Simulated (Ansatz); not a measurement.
Reactions of C2H6Te, SMILES `CC[TeH]`.

Computed with Ansatz on PBE0-D4/def2-TZVP structures; ΔE is electronic, products minus reactants. CCSD(T)/CBS is the MP2 limit (def2-TZVPP, def2-QZVPP) plus CCSD(T) − MP2 in def2-TZVPP, frozen cores. This one scheme is used for every species. Functionals use def2-TZVPP. No spin–orbit coupling; open shells (•) take unrestricted orbitals. Elements past krypton have def2 core potentials. For As, Te outer-core shells are correlated without core-valence functions, which leaves a few kJ/mol of doubt a bond. Scalar relativity is left out up to krypton. Each species was taken in one conformer, which may not be the lowest.

| reaction | r2SCAN-D4 (kJ/mol) | HF/CBS(def2) (kJ/mol) | ωB97M-V (kJ/mol) | CCSD(T)/CBS(def2) (kJ/mol) |
| --- | --- | --- | --- | --- |
| `CC[TeH]` + `N[AsH2]` → `N[AsH][TeH]` + `CC` | -113 | -104 | -104 | -101 |
| `CC[TeH]` + `[SiH3][SiH3]` → `[SiH3][SiH2]C[TeH]` + CH₄ | -54 | -35 | -54 | -55 |
| `CC[TeH]` + `CC[AsH]C` → `CC[Te]C` + `C[AsH]C` | -13 | -8 | -12 | -15 |
| `CC[TeH]` + `[SiH3]B[SiH2][SiH3]` → `CC[Te][SiH3]` + `B[SiH2][SiH3]` | -61 | -75 | -65 | -68 |
| `CC[TeH]` + `[SiH3]`• → `CC[Te]`• + SiH₄ | -86 | -113 | -106 | -91 |
| `CC[TeH]` + `O[SiH](O)O` → `O[Si](O)(O)[TeH]` + `CC` | -100 | -91 | -96 | -90 |
| `CC[TeH]` + `OCF` → `OC(F)[TeH]` + `CC` | -3 | 18 | 4 | 10 |
| `CC[TeH]` + `BNB` → `BN(B)CC` + H₂Te | 27 | 27 | 24 | 31 |
| `CC[TeH]` + `F[C](F)F`• → `CC[Te]`• + `FC(F)F` | -148 | -166 | -173 | -163 |
| `CC[TeH]` + `CC(=O)N(C)C` → `CCCC(=O)N(C)C` + H₂Te | 2 | -1 | -2 | 6 |

Largest T1 diagnostic: 0.015, for `[SiH3]B[SiH2][SiH3]`.
